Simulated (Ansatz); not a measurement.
# Mg (fcc type): the cost of one run

Program: Ansatz 0.2.0. Level of theory: DFT, PBE, PAW with Ansatz's default frozen-core files, scalar-relativistic. These are calculated values, not measurements.

## Step 1: The structure to begin with

It takes space group Fm-3m (No. 225, cubic). Conventional cell: a = 4.510 Å, b = 4.510 Å, c = 4.510 Å, α = 90.00°, β = 90.00°, γ = 90.00°. Mg (site symmetry m-3m) is surrounded by 12 Mg at 3.19 Å.

Coordinates:

```cif
data_structure
_symmetry_space_group_name_H-M 'P 1'
_symmetry_Int_Tables_number 1
_cell_length_a 3.1892
_cell_length_b 3.1892
_cell_length_c 3.1892
_cell_angle_alpha 60.000
_cell_angle_beta 60.000
_cell_angle_gamma 60.000
_cell_volume 22.94
loop_
_atom_site_label
_atom_site_type_symbol
_atom_site_fract_x
_atom_site_fract_y
_atom_site_fract_z
_atom_site_occupancy
Mg1 Mg 0.00000 0.00000 0.00000 1
```

## Step 2: Cell relaxed at zero pressure, PAW

input.yaml reads:

```yaml
crystal:
  lattice:
    - [0.0, 2.2550831578, 2.2550831578]
    - [2.2550831578, 0.0, 2.2550831578]
    - [2.2550831578, 2.2550831578, 0.0]
  atoms:
    - { symbol: Mg, position: [0.0, 0.0, 0.0] }
kpoints:
  mp_grid: { grid: [15, 15, 15] }
scf:
  occupations: { method: fermi_dirac, width: 0.1 }
hamiltonian:
  xc: pbe
  pseudopotentials: { kind: paw }
output:
  forces: true
  stress: true
relax:
  f_tol: 0.005
  max_steps: 40
  cell: {}
```

The run is started by

```
$ ansatz run input.yaml --threads 2 --pin off --max-ram 5120MiB --backend cpu --events-out ev --progress --plain --runs-dir out
```

**Question.** How long does this run take on 2 threads of Arm Neoverse V1, shared host, and how much memory does it need?

About 3 s, with a peak of 0.28 GiB.
